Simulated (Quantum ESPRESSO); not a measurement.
# GaN (F-43m) in Quantum ESPRESSO: reference runs, part 2 of 2

Quantum ESPRESSO 7.5. The steps go on from the part before.

### Step 3. Single point, PBE (atoms moved at random, drawn with an rms of 0.05 Å)

The input, pw.in:

```
&CONTROL
  calculation = 'scf'
  prefix = 'pwscf'
  outdir = './tmp'
  pseudo_dir = './pseudo'
  tprnfor = .true.
  tstress = .true.
  disk_io = 'nowf'
/
&SYSTEM
  ibrav = 0
  nat = 2
  ntyp = 2
  ecutwfc = 70
  ecutrho = 560
  nbnd = 15
  occupations = 'smearing'
  smearing = 'fd'
  degauss = 0.00367493
/
&ELECTRONS
  conv_thr = 4d-10
  electron_maxstep = 120
  mixing_beta = 0.5
/
ATOMIC_SPECIES
Ga    69.7230 Ga.pbe-dn-kjpaw_psl.1.0.0.UPF
N     14.0070 N.pbe-n-radius_5.UPF
CELL_PARAMETERS angstrom
   0.0000000000    2.2535006075    2.2535006075
   2.2535006075    0.0000000000    2.2535006075
   2.2535006075    2.2535006075    0.0000000000
ATOMIC_POSITIONS crystal
Ga     0.0064260000   -0.0016860000   -0.0053100000
N      0.2425010000    0.2481970000    0.2566230000
K_POINTS automatic
10 10 10 0 0 0
```

Potentials or basis: SSSP 1.3 efficiency PBE.

Command:

```console
$ OMP_NUM_THREADS=1 pw.x -in pw.in > pw.out
```

pw.out:

```text
This program is part of the open-source Quantum ESPRESSO suite
     for quantum simulation of materials; please cite
         "P. Giannozzi et al., J. Phys.:Condens. Matter 21 395502 (2009);
         "P. Giannozzi et al., J. Phys.:Condens. Matter 29 465901 (2017);
         "P. Giannozzi et al., J. Chem. Phys. 152 154105 (2020);
     in publications or presentations arising from this work. More details at

     file Ga.pbe-dn-kjpaw_psl.1.0.0.UPF: wavefunction(s)  4S renormalized

     G-vector sticks info
     --------------------
     sticks:   dense  smooth     PW     G-vecs:    dense   smooth      PW
     Sum        1393     691    211                34621    12051    2085

     Using Slab Decomposition

     bravais-lattice index     =            0
     lattice parameter (alat)  =       6.0224  a.u.
     unit-cell volume          =     154.4542 (a.u.)^3
     number of atoms/cell      =            2
     number of atomic types    =            2
     number of electrons       =        18.00
[... 79 lines left out ...]
     estimated scf accuracy    <       0.54984979 Ry
[... 234 lines left out ...]
     iteration # 32     ecut=    70.00 Ry     beta= 0.50
     Davidson diagonalization with overlap
     ethr =  2.89E-12,  avg # of iterations =  3.2

     End of self-consistent calculation

     Number of k-points >= 100: set verbosity='high' to print the bands.

     the Fermi energy is    10.5980 ev

!    total energy              =    -298.18289306 Ry
     estimated scf accuracy    <          8.7E-11 Ry
     smearing contrib. (-TS)   =      -0.00000000 Ry
     internal energy E=F+TS    =    -298.18289306 Ry

     The total energy is F=E-TS. E is the sum of the following terms:
     one-electron contribution =     -90.59309205 Ry
     hartree contribution      =      64.98189181 Ry
     xc contribution           =     -43.93097352 Ry
     ewald contribution        =    -116.66361466 Ry
     one-center paw contrib.   =    -111.97710465 Ry

     convergence has been achieved in  32 iterations

     Forces acting on atoms (cartesian axes, Ry/au):

     atom    1 type  1   force =     0.01273901   -0.00038738   -0.01521855
     atom    2 type  2   force =    -0.01273901    0.00038738    0.01521855

     Total force =     0.028073     Total SCF correction =     0.000000

     Computing stress (Cartesian axis) and pressure

          total   stress  (Ry/bohr**3)                   (kbar)     P=       47.13
   0.00031911   0.00013010   0.00000345           46.94       19.14        0.51
   0.00013010   0.00032564  -0.00010884           19.14       47.90      -16.01
   0.00000345  -0.00010884   0.00031636            0.51      -16.01       46.54

=------------------------------------------------------------------------------=
   JOB DONE.
=------------------------------------------------------------------------------=
```

Wall time 9.3 min (1 thread of Arm Neoverse V2, shared host); peak memory 0.33 GiB.

What came out:

```yaml
Free_energy: -4056.9849 eV
Pressure: 4.7 GPa
Largest_force: 0.510 eV/Å
Band_gap_on_the_k_mesh: 1.67 eV, direct
```

Forces in eV/Å, atoms in the order of the input:
```
Ga   0.328 -0.010 -0.391
N   -0.328  0.010  0.391
```

Stress tensor (GPa, compression positive):
```
 4.69  1.91  0.05
 1.91  4.79 -1.60
 0.05 -1.60  4.65
```

### Step 4. Single point, PBE, 10.76 Å³/atom

pw.in: that of step 3 with these lines changed.

```diff
@@ -29,8 +29,8 @@
 CELL_PARAMETERS angstrom
-   0.0000000000    2.2535006075    2.2535006075
-   2.2535006075    0.0000000000    2.2535006075
-   2.2535006075    2.2535006075    0.0000000000
+   0.0000000000    2.2074978911    2.2074978911
+   2.2074978911    0.0000000000    2.2074978911
+   2.2074978911    2.2074978911    0.0000000000
 ATOMIC_POSITIONS crystal
-Ga     0.0064260000   -0.0016860000   -0.0053100000
-N      0.2425010000    0.2481970000    0.2566230000
+Ga     0.0000000000    0.0000000000    0.0000000000
+N      0.2500000000    0.2500000000    0.2500000000
 K_POINTS automatic
```

Command:

```console
$ OMP_NUM_THREADS=1 pw.x -in pw.in > pw.out
```

It took 33 s on 1 thread of Arm Neoverse V2, shared host; peak memory 0.17 GiB.

Results (log left out):

```
Free energy            : -4056.8960 eV
Pressure               : 18.2 GPa
Band gap on the k mesh : 2.15 eV, direct
```

### Step 5. Single point, PBE, 10.99 Å³/atom

pw.in: that of step 4 with these lines changed.

```diff
@@ -29,5 +29,5 @@
 CELL_PARAMETERS angstrom
-   0.0000000000    2.2074978911    2.2074978911
-   2.2074978911    0.0000000000    2.2074978911
-   2.2074978911    2.2074978911    0.0000000000
+   0.0000000000    2.2230441631    2.2230441631
+   2.2230441631    0.0000000000    2.2230441631
+   2.2230441631    2.2230441631    0.0000000000
 ATOMIC_POSITIONS crystal
```

Command:

```console
$ OMP_NUM_THREADS=1 pw.x -in pw.in > pw.out
```

Run time: 36 s. Hardware: 1 thread of Arm Neoverse V2, shared host; peak memory 0.17 GiB.

Results (log left out):

- Free energy: -4056.9425 eV
- Pressure: 13.2 GPa
- Band gap on the k mesh: 2.01 eV, direct

### Step 6. Single point, PBE, 11.21 Å³/atom

pw.in: that of step 5 with these lines changed.

```diff
@@ -29,5 +29,5 @@
 CELL_PARAMETERS angstrom
-   0.0000000000    2.2230441631    2.2230441631
-   2.2230441631    0.0000000000    2.2230441631
-   2.2230441631    2.2230441631    0.0000000000
+   0.0000000000    2.2383759866    2.2383759866
+   2.2383759866    0.0000000000    2.2383759866
+   2.2383759866    2.2383759866    0.0000000000
 ATOMIC_POSITIONS crystal
```

Potentials or basis: SSSP 1.3 efficiency PBE.

Command:

```console
$ OMP_NUM_THREADS=1 pw.x -in pw.in > pw.out
```

Wall time 34 s (1 thread of Arm Neoverse V2, shared host); peak memory 0.17 GiB.

Results (log left out):

| Item | Value |
| --- | --- |
| Free energy | -4056.9752 eV |
| Pressure | 8.6 GPa |
| Band gap on the k mesh | 1.88 eV, direct |

### Step 7. Single point, PBE, 11.44 Å³/atom

pw.in: that of step 6 with these lines changed.

```diff
@@ -29,5 +29,5 @@
 CELL_PARAMETERS angstrom
-   0.0000000000    2.2383759866    2.2383759866
-   2.2383759866    0.0000000000    2.2383759866
-   2.2383759866    2.2383759866    0.0000000000
+   0.0000000000    2.2535006075    2.2535006075
+   2.2535006075    0.0000000000    2.2535006075
+   2.2535006075    2.2535006075    0.0000000000
 ATOMIC_POSITIONS crystal
```

Command:

```console
$ OMP_NUM_THREADS=1 pw.x -in pw.in > pw.out
```

Wall time 65 s (1 thread of Arm Neoverse V2, shared host); peak memory 0.18 GiB.

Results (log left out):

```
Free energy            : -4056.9956 eV
Pressure               : 4.5 GPa
Band gap on the k mesh : 1.75 eV, direct
```

### Step 8. Single point, PBE, 11.67 Å³/atom

pw.in: that of step 7 with these lines changed.

```diff
@@ -29,5 +29,5 @@
 CELL_PARAMETERS angstrom
-   0.0000000000    2.2535006075    2.2535006075
-   2.2535006075    0.0000000000    2.2535006075
-   2.2535006075    2.2535006075    0.0000000000
+   0.0000000000    2.2684248875    2.2684248875
+   2.2684248875    0.0000000000    2.2684248875
+   2.2684248875    2.2684248875    0.0000000000
 ATOMIC_POSITIONS crystal
```

Command:

```console
$ OMP_NUM_THREADS=1 pw.x -in pw.in > pw.out
```

It took 58 s on 1 thread of Arm Neoverse V2, shared host; peak memory 0.18 GiB.

Results (log left out):

- Free energy: -4057.0048 eV
- Pressure: 0.9 GPa
- Band gap on the k mesh: 1.62 eV, direct

### Step 9. Single point, PBE, 11.90 Å³/atom

pw.in: that of step 8 with these lines changed.

```diff
@@ -29,5 +29,5 @@
 CELL_PARAMETERS angstrom
-   0.0000000000    2.2684248875    2.2684248875
-   2.2684248875    0.0000000000    2.2684248875
-   2.2684248875    2.2684248875    0.0000000000
+   0.0000000000    2.2831553320    2.2831553320
+   2.2831553320    0.0000000000    2.2831553320
+   2.2831553320    2.2831553320    0.0000000000
 ATOMIC_POSITIONS crystal
```

Potentials or basis: SSSP 1.3 efficiency PBE.

Command:

```console
$ OMP_NUM_THREADS=1 pw.x -in pw.in > pw.out
```

Run time: 64 s. Hardware: 1 thread of Arm Neoverse V2, shared host; peak memory 0.18 GiB.

It converged, with:

- Free energy: -4057.0041 eV
- Pressure: -2.4 GPa
- Band gap on the k mesh: 1.49 eV, direct

### Step 10. Single point, PBE, 12.13 Å³/atom

pw.in: that of step 9 with these lines changed.

```diff
@@ -29,5 +29,5 @@
 CELL_PARAMETERS angstrom
-   0.0000000000    2.2831553320    2.2831553320
-   2.2831553320    0.0000000000    2.2831553320
-   2.2831553320    2.2831553320    0.0000000000
+   0.0000000000    2.2976981147    2.2976981147
+   2.2976981147    0.0000000000    2.2976981147
+   2.2976981147    2.2976981147    0.0000000000
 ATOMIC_POSITIONS crystal
```

Command:

```console
$ OMP_NUM_THREADS=1 pw.x -in pw.in > pw.out
```

It took 58 s on 1 thread of Arm Neoverse V2, shared host; peak memory 0.19 GiB.

It converged, with:

| Property | Result |
| --- | --- |
| Free energy | -4056.9944 eV |
| Pressure | -5.4 GPa |
| Band gap on the k mesh | 1.37 eV, direct |

### Step 11. Equation of state, PBE

Potentials or basis: SSSP 1.3 efficiency PBE.

No new run: the results of the series are fitted here.

Results:

| Quantity | Value |
| --- | --- |
| Equilibrium volume | 11.77 Å³/atom |
| Bulk modulus | 172 GPa |
| Pressure derivative of the bulk modulus | 4.5 |

Energy against volume, from the lowest point:
```tsv
volume (Å³/atom)	energy (meV/atom)
10.757	54.41
10.986	31.16
11.215	14.82
11.444	4.62
11.673	0.00
11.902	0.39
12.131	5.23
```

### Step 12. Summary

| task | cell | gap on the mesh (eV) | pressure (GPa) |
| --- | --- | --- | --- |
| single point | as given | 1.75 | 4.5 |
| single point | atoms moved at random, drawn with an rms of 0.05 Å | 1.67 | 4.7 |
| equation of state | as given | - | - |

Alike in all rows: level PBE; potentials or basis SSSP 1.3 efficiency PBE; no spin polarisation; k mesh 10 × 10 × 10; cutoff (eV) 952; smearing fermi-dirac 0.05 eV.

Absolute energies hang on the potentials; compare differences alone.

### Step 13. Comparison with measurements

Step 2. Measured gap of GaN: 3.299 eV (direct; 0 K; a printed reference work, textbook). This calculation gives 1.75 eV (-1.55 eV). Spin-orbit coupling on Ga is left out. The value is that of PBE, without temperature or zero-point motion. Semilocal functionals fall short of measured gaps as a rule. The cell is a database's relaxed one, not the measured one, which moves gaps too.
